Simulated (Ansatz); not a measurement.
AlRu: moving Al off its site

AlRu, Pm-3m, a = 2.992 Å (as given, not relaxed at this level: 2.6 GPa). The structure is a COD entry; whether it is the stable form wasn't checked. Ansatz: PBE, PAW, 420 eV, Γ-centred 16×16×16 mesh on 2 atoms, Gaussian smearing 0.15 eV; no spin polarisation.

```
Al Ru
1.0
     2.99160    0.00000    0.00000
     0.00000    2.99160    0.00000
     0.00000    0.00000    2.99160
Al Ru
1 1
Cartesian
  0.0000 0.0000 0.0000
  1.4958 1.4958 1.4958
```

Atom 1 (Al) moves by x along the unit vector (-1.000, 0.000, 0.000), with its periodic images; all else is held. y is the free energy of the cell over the start, F the force along the path summed over the moved atoms. Symmetry makes y even in x.

| x (Å) | y (meV) | F (eV/Å) |
| --- | --- | --- |
| -0.3000 | ? | ? |
| -0.1500 | 87.3 | 1.16 |
| 0.0000 | 0.0 | 0.00 |
| 0.0375 | 5.5 | -0.29 |
| 0.0750 | 21.9 | -0.58 |
| 0.1125 | 49.2 | -0.87 |
| 0.1875 | 136.2 | -1.45 |
| 0.2250 | 195.7 | -1.73 |
| 0.2625 | 265.8 | -2.01 |

Q: Fit y = c2 x² + c4 x⁴ to the energies of the other rows, give the force constant, and predict energy and force of the missing row.

A: Least squares on the rows shown. y = 3891.5 x² − 498.43 x⁴. The force constant is 2 c2 = 7.78 eV/Å², for the cell as given, at 2.6 GPa (for all images moving together, not for a lone atom). With two atoms in a cubic cell this is the optical mode at Γ (in a metal it hangs on mesh and smearing): ω = 521.5 √(2 c2/μ) = 315 cm⁻¹ for μ = 21.30 u. The force −dy/dx at the missing row is 2.28 eV/Å (computed 2.28). At x = -0.3000 the fit asked for gives 346.2 meV. The run gave 346.1 meV, so the fit is 0.1 meV too high, a small miss on the scale of the series.

The well is single and almost parabolic: the energy rises steadily on both sides of the cube centre, and the negative quartic term only slightly softens it at the largest displacements. Because each sublattice moves rigidly, Al–Al and Ru–Ru distances stay fixed, so the restoring force comes entirely from changes in the Al–Ru contacts and the electronic response to them. A force constant of 7.78 eV/Å² therefore reflects a stiff heteroatomic framework, in keeping with the hybridisation of Ru d with Al s and p states expected in this type of aluminide. The weak softening probably arises because the path leads towards the open face of the Ru cube, between four neighbours and not head-on into one. Cubic symmetry makes the harmonic term the same in every direction but not the quartic one, so the softening can't be carried over to a displacement along the body diagonal. The positive curvature shows that the structure resists this optical displacement; it doesn't exclude instabilities at other wavevectors or under shear.
